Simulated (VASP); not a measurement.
# ZnS (Wurtzite-2H) (P6_3mc) in VASP: further runs

The runs below take ZnS (Wurtzite-2H) through single point, with r2SCAN, PBE.

Everything below comes from runs of VASP 6.6.1. Logs are shortened: lines on timing, memory, paths and dates and some standing lists are left out, and cuts for length are marked.

**Experimental background.**

From a printed reference work, monograph, for a bulk crystal of ZnS at 4 K: band gap 3.911 eV (direct).

How close the calculation comes is told below.

## Step 1: The cell of the first run

Symmetry: P6_3mc, No. 186, hexagonal system. The conventional cell has a = 3.767 Å, b = 3.767 Å, c = 6.181 Å, α = 90.00°, β = 90.00°, γ = 120.00°. Zn (site symmetry 3m) has 4 S at 2.31 Å within 3.1 Å. S (site symmetry 3m) has 4 Zn at 2.31 Å within 3.1 Å.

## Step 2: Single point, r2SCAN (volume changed by -3%)

POSCAR reads:

```
ZnS
1.0
    3.7669867319      0.0000000000      0.0000000000
   -1.8834933660      3.2623062056      0.0000000000
    0.0000000000      0.0000000000      6.1809423114
Zn S
2 2
Direct
    0.3333333333      0.6666666667      0.0053397641
    0.6666666667      0.3333333333      0.5053397641
    0.3333333333      0.6666666667      0.3796602359
    0.6666666667      0.3333333333      0.8796602359
```

INCAR.step1 reads:

```
SYSTEM = ZnS
PREC = Accurate
ENCUT = 550
ISMEAR = 0
SIGMA = 0.01
LREAL = .FALSE.
LASPH = .TRUE.
NELM = 120
NBANDS = 26
GGA = PE
ALGO = Normal
EDIFF = 1E-5
LWAVE = .TRUE.
LCHARG = .FALSE.
GGA_COMPAT = .FALSE.
```

INCAR.step2 reads:

```
SYSTEM = ZnS
PREC = Accurate
ENCUT = 550
EDIFF = 1E-6
ISMEAR = 0
SIGMA = 0.01
LREAL = .FALSE.
LASPH = .TRUE.
NELM = 120
ALGO = Normal
ISIF = 2
LWAVE = .FALSE.
LCHARG = .FALSE.
METAGGA = R2SCAN
LMIXTAU = .TRUE.
NBANDS = 26
ISTART = 1
GGA_COMPAT = .FALSE.
```

KPOINTS reads:

```
Automatic mesh
0
G
  6 6 4
  0 0 0
```

Potentials or basis: VASP PAW PBE potentials, release 64 (Zn, S).

Started as:

```
$ cat potpaw_PBE.64/Zn/POTCAR potpaw_PBE.64/S/POTCAR > POTCAR
$ cp INCAR.step1 INCAR
$ mpirun -np 1 vasp_std > vasp.out
$ cp INCAR.step2 INCAR
$ mpirun -np 1 vasp_std > vasp.out
```

OUTCAR:

```text
SYSTEM = ZnS
   PREC = Accurate
   ENCUT = 550
   EDIFF = 1E-6
   ISMEAR = 0
   LREAL = .FALSE.
   LASPH = .TRUE.
   NELM = 120
   ISIF = 2
   METAGGA = R2SCAN
   ISTART = 1

 ion  position               nearest neighbor table
   1  0.333  0.667  0.005-   4 2.31   4 2.31   4 2.31   3 2.31
   2  0.667  0.333  0.505-   3 2.31   3 2.31   3 2.31   4 2.31
   3  0.333  0.667  0.380-   2 2.31   2 2.31   2 2.31   1 2.31
   4  0.667  0.333  0.880-   1 2.31   1 2.31   1 2.31   2 2.31

  LATTYP: Found a hexagonal cell.
 ALAT       =     3.7669867319
 C/A-ratio  =     1.6408187104

  Lattice vectors:

 A1 = (   3.7669867319,   0.0000000000,   0.0000000000)
 A2 = (  -1.8834933660,   3.2623062056,   0.0000000000)
 A3 = (   0.0000000000,   0.0000000000,   6.1809423114)

Analysis of symmetry for initial positions (statically):
=====================================================================
 Subroutine PRICEL returns:
 Original cell was already a primitive cell.

 Routine SETGRP: Setting up the symmetry group for a
 hexagonal supercell.

 Subroutine GETGRP returns: Found 12 space group operations
 (whereof  6 operations were pure point group operations)
 out of a pool of 24 trial point group operations.

The static configuration has the point symmetry C_3v.
 The point group associated with its full space group is C_6v.

Analysis of symmetry for dynamics (positions and initial velocities):
=====================================================================
 Subroutine PRICEL returns:
 Original cell was already a primitive cell.

 Routine SETGRP: Setting up the symmetry group for a
 hexagonal supercell.

 Subroutine GETGRP returns: Found 12 space group operations
 (whereof  6 operations were pure point group operations)
 out of a pool of 24 trial point group operations.

The dynamic configuration has the point symmetry C_3v.
 The point group associated with its full space group is C_6v.

 Subroutine INISYM returns: Found 12 space group operations
 (whereof  6 operations are pure point group operations),
 and found     1 'primitive' translations

----------------------------------------------------------------------------------------

                                     Primitive cell

  volume of cell :      75.9580

  direct lattice vectors                    reciprocal lattice vectors
     3.766986732  0.000000000  0.000000000     0.265464168  0.153265809  0.000000000
    -1.883493366  3.262306206  0.000000000     0.000000000  0.306531618  0.000000000
     0.000000000  0.000000000  6.180942311     0.000000000  0.000000000  0.161787629

  length of vectors
     3.766986732  3.766986732  6.180942311     0.306531618  0.306531618  0.161787629

  position of ions in fractional coordinates (direct lattice)
     0.333333333  0.666666667  0.005339764
     0.666666667  0.333333333  0.505339764
     0.333333333  0.666666667  0.379660236
     0.666666667  0.333333333  0.879660236

  ion indices of the primitive-cell ions
   primitive index   ion index
                 1           1
                 2           2
                 3           3
                 4           4

----------------------------------------------------------------------------------------

 KPOINTS: Automatic mesh

Automatic generation of k-mesh.
 Grid dimensions read from file:
 generate k-points for:    6    6    4

 Generating k-lattice:

  Cartesian coordinates                     Fractional coordinates (reciprocal lattice)
     0.044244028  0.025544302  0.000000000     0.166666667  0.000000000  0.000000000
     0.000000000  0.051088603  0.000000000     0.000000000  0.166666667  0.000000000
     0.000000000  0.000000000  0.040446907     0.000000000  0.000000000  0.250000000

  Length of vectors
     0.051088603  0.051088603  0.040446907

  Shift w.r.t. Gamma in fractional coordinates (k-lattice)
     0.000000000  0.000000000  0.000000000

 Subroutine IBZKPT returns following result:
 ===========================================

 Found     21 irreducible k-points:

 Following reciprocal coordinates:
            Coordinates               Weight
  0.000000  0.000000  0.000000      1.000000
  0.166667  0.000000  0.000000      6.000000
  0.333333  0.000000  0.000000      6.000000
  0.500000  0.000000  0.000000      3.000000
  0.166667  0.166667  0.000000      6.000000
  0.333333  0.166667  0.000000     12.000000
[... 13 lines left out ...]
  0.333333  0.166667  0.500000     12.000000
  0.333333  0.333333  0.500000      2.000000
   k-points           NKPTS =     21   k-points in BZ     NKDIM =     21   number of bands    NBANDS=     26
   number of dos      NEDOS =    301   number of ions     NIONS =      4
   total plane-waves  NPLWV =  43200
   dimension x,y,z NGX =    30 NGY =   30 NGZ =   48
   dimension x,y,z NGXF=    60 NGYF=   60 NGZF=   96
   ions per type =               2   2
   NGX,Y,Z   is equivalent  to a cutoff of  13.24, 13.24, 12.91 a.u.
   NGXF,Y,Z  is equivalent  to a cutoff of  26.48, 26.48, 25.82 a.u.
 SYSTEM =  ZnS
   PREC   = accura    normal or accurate (medium, high low for compatibility)
   ISTART =      1    job   : 0-new  1-cont  2-samecut
   ICHARG =      0    charge: 1-file 2-atom 10-const
   ISPIN  =      1    spin polarized calculation?
   LNONCOLLINEAR =      F non collinear calculations
   LSORBIT =      F    spin-orbit coupling
   LASPH  =      T    aspherical Exc in radial PAW
   ENCUT  =  550.0 eV  40.42 Ry    6.36 a.u.   7.20  7.20 11.82*2*pi/ulx,y,z
   NELM   =    120;   NELMIN=  2; NELMDL=  0     # of ELM steps
   EDIFF  = 0.1E-05   stopping-criterion for ELM
   LREAL  =      F    real-space projection
   EDIFFG = 0.1E-04   stopping-criterion for IOM
   NSW    =      0    number of steps for IOM
   IBRION =     -1    ionic relax: 0-MD 1-quasi-New 2-CG
   NFREE  =      0    steps in history (QN), initial steepest desc. (CG)
   ISIF   =      2    stress and relaxation
   ISYM   =      2    0-nonsym 1-usesym 2-fastsym
   POTIM  = 0.5000    time-step for ionic-motion
   TEBEG  =    0.0;   TEEND  =   0.0 temperature during run
   PSTRESS=    0.0 pullay stress
   NELECT =      36.0000    total number of electrons
   NUPDOWN=      -1.0000    fix difference up-down
   EMIN   =  10.00;   EMAX   =-10.00  energy-range for DOS
   EFERMI =   0.00;   METHOD = LEGACY
   ISMEAR =     0;   SIGMA  =   0.01  broadening in eV -4-tet -1-fermi 0-gaus
   EFERMI_NEDOS =   21; number of points for ismear=-14 and -15
   IALGO  =     38    algorithm
   IMIX   =      4    mixing-type and parameters
     AMIX     =   0.40;   BMIX     =  1.00
     AMIX_MAG =   1.60;   BMIX_MAG =  1.00
  volume/ion in A,a.u.               =      18.99       128.15
  Fermi-wavevector in a.u.,A,eV,Ry     =   1.276393  2.412033 22.166336  1.629180
  Thomas-Fermi vector in A             =   2.409052
   LORBIT       =      0    0 simple, 1 ext, 2 COOP (PROOUT), +10 PAW based schemes
   METAGGA = R2SCAN    functional components
   LHFCALC =     F    Hartree Fock is set to
   AEXX    =    0.0000 exact exchange contribution
   IVDW    =     0    specifies the selected vdW correction
   LEPSILON=     F    determine dielectric tensor
   LRPA    =     F    only Hartree local field effects (RPA)
 non-spin polarized calculation
 Gauss-broadening in eV      SIGMA  =   0.01
  energy-cutoff  :      550.00
  volume of cell :       75.96
 maximum number of plane-waves:      2241
 NGX is ok and might be reduce to    30
   NGX = 15   NGY = 15   NGZ = 23

 number of electron      36.0000032 magnetization

 Free energy of the ion-electron system (eV)
  ---------------------------------------------------
  ext. energy  EPLUGINS =         0.00000000
  ---------------------------------------------------
  free energy    TOTEN  =       -37.70163987 eV

  energy without entropy =      -37.70163987  energy(sigma->0) =      -37.70163987

 E-fermi :   2.3022     XC(G=0): -10.4713

 val. band max:        2.2186623487   @ k =   0.0000   0.0000   0.0000
 cond. band min:       5.1575120072   @ k =   0.0000   0.0000   0.0000
 fundamental gap:      2.9388496585
 Fermi energy:         2.3021904249

 k-point     1 :       0.0000    0.0000    0.0000
  band No.  band energies     occupation
      1     -11.7665      2.00000
      2     -10.7460      2.00000
      3      -4.4489      2.00000
      4      -4.4331      2.00000
      5      -4.4331      2.00000
      6      -4.3367      2.00000
[... 18 lines left out ...]
     25      10.4658      0.00000
     26      12.2486      0.00000

 k-point     2 :       0.1667    0.0000    0.0000
  band No.  band energies     occupation
      1     -11.5678      2.00000
      2     -10.6375      2.00000
      3      -4.4493      2.00000
      4      -4.4069      2.00000
      5      -4.3942      2.00000
      6      -4.3110      2.00000
[... 18 lines left out ...]
     25      10.9891      0.00000
     26      11.3459      0.00000

 k-point     3 :       0.3333    0.0000    0.0000
  band No.  band energies     occupation
      1     -11.0894      2.00000
      2     -10.4431      2.00000
      3      -4.4411      2.00000
      4      -4.3399      2.00000
      5      -4.3321      2.00000
      6      -4.1731      2.00000
[... 18 lines left out ...]
     25      11.5007      0.00000
     26      12.7810      0.00000

 k-point     4 :       0.5000    0.0000    0.0000
  band No.  band energies     occupation
      1     -10.7574      2.00000
      2     -10.4032      2.00000
      3      -4.4228      2.00000
      4      -4.3113      2.00000
      5      -4.1794      2.00000
      6      -4.1445      2.00000
[... 18 lines left out ...]
     25      11.9265      0.00000
     26      14.5834      0.00000
[... 409 lines left out ...]
      1     -10.8713      2.00000
      2     -10.8713      2.00000
      3      -4.4255      2.00000
      4      -4.4255      2.00000
      5      -4.2937      2.00000
      6      -4.2937      2.00000
[... 18 lines left out ...]
     25      11.1995      0.00000
     26      11.1995      0.00000

 k-point    20 :       0.3333    0.1667    0.5000
  band No.  band energies     occupation
      1     -10.5755      2.00000
      2     -10.5755      2.00000
      3      -4.3767      2.00000
      4      -4.3767      2.00000
      5      -4.2172      2.00000
      6      -4.2172      2.00000
[... 18 lines left out ...]
     25      12.0214      0.00000
     26      12.0214      0.00000

 k-point    21 :       0.3333    0.3333    0.5000
  band No.  band energies     occupation
      1     -10.4739      2.00000
      2     -10.4739      2.00000
      3      -4.2904      2.00000
      4      -4.2904      2.00000
      5      -4.2504      2.00000
      6      -4.2504      2.00000
[... 18 lines left out ...]
     25      12.4824      0.00000
     26      12.4824      0.00000

------------------------ aborting loop because EDIFF is reached ----------------------------------------

  FORCE on cell =-STRESS in cart. coord.  units (eV):
  Direction    XX          YY          ZZ          XY          YZ          ZX
  --------------------------------------------------------------------------------------
  -------------------------------------------------------------------------------------
  Total        1.2461434      1.2461434      1.2492790     -0.0000000      0.0000000      0.0000000
  in kB       26.2848266     26.2848266     26.3509655     -0.0000000      0.0000000      0.0000000
  external PRESSURE =      26.3068729 kB  Pullay stress =       0.0000000 kB

 VOLUME and BASIS-vectors are now :
 -----------------------------------------------------------------------------
  energy-cutoff  :      550.00
  volume of cell :       75.96
      direct lattice vectors                 reciprocal lattice vectors
     3.766986732  0.000000000  0.000000000     0.265464168  0.153265809  0.000000000
    -1.883493366  3.262306206  0.000000000     0.000000000  0.306531618  0.000000000
     0.000000000  0.000000000  6.180942311     0.000000000  0.000000000  0.161787629

 POSITION                                       TOTAL-FORCE (eV/Angst)
 -----------------------------------------------------------------------------------
     -0.00000      2.17487      0.03300        -0.000000      0.000000      0.011693
      1.88349      1.08744      3.12348        -0.000000     -0.000000      0.011693
     -0.00000      2.17487      2.34666         0.000000      0.000000     -0.011693
      1.88349      1.08744      5.43713         0.000000      0.000000     -0.011693
 -----------------------------------------------------------------------------------
    total drift:                               -0.000000     -0.000000     -0.004689

  FREE ENERGIE OF THE ION-ELECTRON SYSTEM (eV)
  ---------------------------------------------------
  free  energy   TOTEN  =       -37.7016398720 eV

  energy  without entropy=      -37.7016398720  energy(sigma->0) =      -37.70163987
```

Run time: 2.1 min. Hardware: 1 thread of Intel Xeon Platinum 8488C (Sapphire Rapids), shared host; peak memory 0.22 GiB.

What came out:

| Item | Value |
| --- | --- |
| Free energy | -37.7016 eV |
| Pressure | 2.6 GPa |
| Largest force | 0.012 eV/Å |
| Band gap on the k mesh | 2.94 eV, direct |

Forces on the atoms (eV/Å):
```
Zn   0.000  0.000  0.012
Zn   0.000  0.000  0.012
S    0.000  0.000 -0.012
S    0.000  0.000 -0.012
```

Caveat: the cell differs from its parent crystal (volume changed by -3%); the PAW data sets were made with another functional, which shifts forces and pressure a little.

## Step 3: Single point, r2SCAN

This run uses another cell than the first one, of 19.58 Å³/atom, 1.031 times its volume.

POSCAR reads:

```
ZnS
1.0
    3.8054280271      0.0000000000      0.0000000000
   -1.9027140135      3.2955973437      0.0000000000
    0.0000000000      0.0000000000      6.2440175078
Zn S
2 2
Direct
    0.3333333333      0.6666666667      0.0053397641
    0.6666666667      0.3333333333      0.5053397641
    0.3333333333      0.6666666667      0.3796602359
    0.6666666667      0.3333333333      0.8796602359
```

INCAR.step1 reads:

```
SYSTEM = ZnS
ALGO = Normal
EDIFF = 1E-5
ENCUT = 550
GGA = PE
GGA_COMPAT = .False.
ISMEAR = 0
LASPH = .True.
LCHARG = .False.
LREAL = .False.
LWAVE = .True.
NBANDS = 26
NELM = 120
PREC = Accurate
SIGMA = 0.01
```

INCAR.step2 reads:

```
SYSTEM = ZnS
ALGO = Normal
EDIFF = 1E-6
ENCUT = 550
GGA_COMPAT = .False.
ISIF = 2
ISMEAR = 0
ISTART = 1
LASPH = .True.
LCHARG = .True.
LELF = .True.
LMIXTAU = .True.
LREAL = .False.
LVHAR = .True.
LWAVE = .False.
METAGGA = R2SCAN
NBANDS = 26
NELM = 120
PREC = Accurate
SIGMA = 0.01
```

KPOINTS reads:

```
k-points
0
Gamma
  6 6 4
  0 0 0
```

Potentials or basis: VASP PAW PBE potentials, release 64 (Zn, S).

Started as:

```
$ cat potpaw_PBE.64/Zn/POTCAR potpaw_PBE.64/S/POTCAR > POTCAR
$ cp INCAR.step1 INCAR
$ mpirun -np 1 vasp_std > vasp.out
$ cp INCAR.step2 INCAR
$ mpirun -np 1 vasp_std > vasp.out
```

Run time: 2.1 min. Hardware: 1 thread of Intel Xeon Platinum 8488C (Sapphire Rapids), shared host; peak memory 0.22 GiB.

Results (log left out):

```yaml
Free_energy: -37.7205 eV
Pressure: 0.1 GPa
Largest_force: 0.015 eV/Å
Band_gap_on_the_k_mesh: 2.79 eV, direct
```

Forces on the atoms (eV/Å):
```
Zn   0.000  0.000  0.015
Zn   0.000  0.000  0.015
S    0.000  0.000 -0.015
S    0.000  0.000 -0.015
```

Levels at points of the mesh, in eV from the valence-band top:
| k point | band 16 | band 17 | band 18 | band 19 | band 20 | band 21 |
| --- | --- | --- | --- | --- | --- | --- |
| (0.00, 0.00, 0.00) | -0.08 | 0.00 | 0.00 | 2.79 | 3.62 | 6.80 |
| (0.50, 0.00, 0.00) | -2.31 | -1.73 | -0.91 | 4.04 | 4.78 | 5.45 |
| (0.00, 0.00, 0.50) | -0.48 | -0.48 | -0.48 | 4.11 | 4.11 | 7.26 |
| (0.50, 0.00, 0.50) | -1.68 | -1.66 | -1.66 | 3.96 | 3.96 | 5.66 |

Caveat: the PAW data sets were made with another functional, which shifts forces and pressure a little.

## Step 4: Single point, r2SCAN (volume changed by +3%)

POSCAR reads:

```
ZnS
1.0
    3.8431079828      0.0000000000      0.0000000000
   -1.9215539914      3.3282291426      0.0000000000
    0.0000000000      0.0000000000      6.3058434841
Zn S
2 2
Direct
    0.3333333333      0.6666666667      0.0053397641
    0.6666666667      0.3333333333      0.5053397641
    0.3333333333      0.6666666667      0.3796602359
    0.6666666667      0.3333333333      0.8796602359
```

INCAR.step1 reads:

```
  PREC = Accurate
  ENCUT = 550
  ISMEAR = 0
  SIGMA = 0.01
  LREAL = False
  LASPH = True
  NELM = 120
  NBANDS = 26
  GGA = PE
  ALGO = Normal
  EDIFF = 1E-5
  LWAVE = True
  LCHARG = False
  GGA_COMPAT = False
```

INCAR.step2 reads:

```
  PREC = Accurate
  ENCUT = 550
  EDIFF = 1E-6
  ISMEAR = 0
  SIGMA = 0.01
  LREAL = False
  LASPH = True
  NELM = 120
  ALGO = Normal
  ISIF = 2
  LWAVE = False
  LCHARG = False
  METAGGA = R2SCAN
  LMIXTAU = True
  NBANDS = 26
  ISTART = 1
  GGA_COMPAT = False
```

KPOINTS reads:

```
regular mesh
0
Gamma
  6 6 4
```

Started as:

```
$ cat potpaw_PBE.64/Zn/POTCAR potpaw_PBE.64/S/POTCAR > POTCAR
$ cp INCAR.step1 INCAR
$ mpirun -np 1 vasp_std > vasp.out
$ cp INCAR.step2 INCAR
$ mpirun -np 1 vasp_std > vasp.out
```

Run time: 1.9 min. Hardware: 1 thread of Intel Xeon Platinum 8488C (Sapphire Rapids), shared host; peak memory 0.22 GiB.

It converged, with:

```
Free energy            : -37.7047 eV
Pressure               : -2.1 GPa
Largest force          : 0.011 eV/Å
Band gap on the k mesh : 2.65 eV, direct
```

Forces in eV/Å, atoms in the order of the input:
```
Zn   0.000  0.000  0.011
Zn   0.000  0.000  0.011
S    0.000  0.000 -0.011
S    0.000  0.000 -0.011
```

Stress tensor (GPa, compression positive):
```
-2.05  0.00  0.00
 0.00 -2.05  0.00
 0.00  0.00 -2.14
```

Levels at points of the mesh, in eV from the valence-band top:
```
           k point  band 14  band 15  band 16  band 17  band 18  band 19  band 20  band 21  band 22  band 23
(0.00, 0.00, 0.00)    -0.88    -0.88    -0.08     0.00     0.00     2.65     3.56     6.82     6.82     7.09
(0.50, 0.00, 0.00)    -4.06    -3.22    -2.20    -1.64    -0.87     4.07     4.70     5.47     7.39     7.87
(0.00, 0.00, 0.50)    -2.83    -0.46    -0.46    -0.46    -0.46     4.02     4.02     7.27     7.27     7.27
(0.50, 0.00, 0.50)    -4.82    -1.61    -1.61    -1.58    -1.58     3.95     3.95     5.67     5.67     9.34
```

Caveat: the cell differs from its parent crystal (volume changed by +3%); the PAW data sets were made with another functional, which shifts forces and pressure a little.

(Part 1 of 2 ends here.)
